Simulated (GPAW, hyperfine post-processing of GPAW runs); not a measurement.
# KMnO2: isotropic lines and sites in a paramagnetic 17O spectrum

Calculated values: DFT, revPBE+U, plane-wave PAW, GPAW setups, collinear spin, scalar-relativistic (GPAW), contact and point-dipole shifts scaled to 320 K with Θ = 0 K (a pure Curie law); spin-only moments, above the ordering temperature.

```cif
data_structure
_symmetry_space_group_name_H-M 'P 1'
_symmetry_Int_Tables_number 1
_cell_length_a 6.5399
_cell_length_b 6.6826
_cell_length_c 2.9068
_cell_angle_alpha 90.000
_cell_angle_beta 90.000
_cell_angle_gamma 90.000
_cell_volume 127.04
loop_
_atom_site_label
_atom_site_type_symbol
_atom_site_fract_x
_atom_site_fract_y
_atom_site_fract_z
_atom_site_occupancy
Mn1 Mn 0.00000 0.50000 0.50000 1
Mn2 Mn 0.50000 0.00000 0.00000 1
K3 K 0.50000 0.50000 0.50000 1
K4 K 0.00000 0.00000 0.00000 1
O5 O 0.15804 0.61225 0.00000 1
O6 O 0.34196 0.11225 0.50000 1
O7 O 0.84196 0.38775 0.00000 1
O8 O 0.65804 0.88775 0.50000 1
```

17O MAS at 4.7 T (27.1 MHz), 30 kHz, 320 K; contact and dipolar shift alone, no orbital or quadrupolar part; lines under 1.5 % of the strongest are left out. NMR lines, with heights relative to the strongest:

```
position (ppm)  intensity
         891.3        2.5
        1996.7         10
        3102.2         22
        4207.6         48
        5313.0         21
        6418.4         48
        7523.9        100
        8629.3         50
        9734.7        9.2
       10840.1        1.9
```

**Question.** Which lines are isotropic ones rather than spinning sidebands, and which O atoms give them?

Sidebands are spaced by 1105 ppm (the spinning rate over the resonance of 27.1 MHz). An isotropic line need not be the tallest: it is the area-weighted centre of its own family of sidebands, and the one that stays put when the rate is changed. Isotropic shifts: 6418 ppm for atom 5 and the 3 atoms equivalent to it (bonded to 2 Mn at 1.93 Å), reduced anisotropy -4547 ppm.

[Logs are printed without paths, hosts, clocks, repeated set-up lines and the standing remarks that a program may print on its own settings, such as how far it seeks lower states.]

[Hosts, paths, dates, database ids (printed as entryN), source tags and the programs' standing remarks are cut or masked in the printed files.]
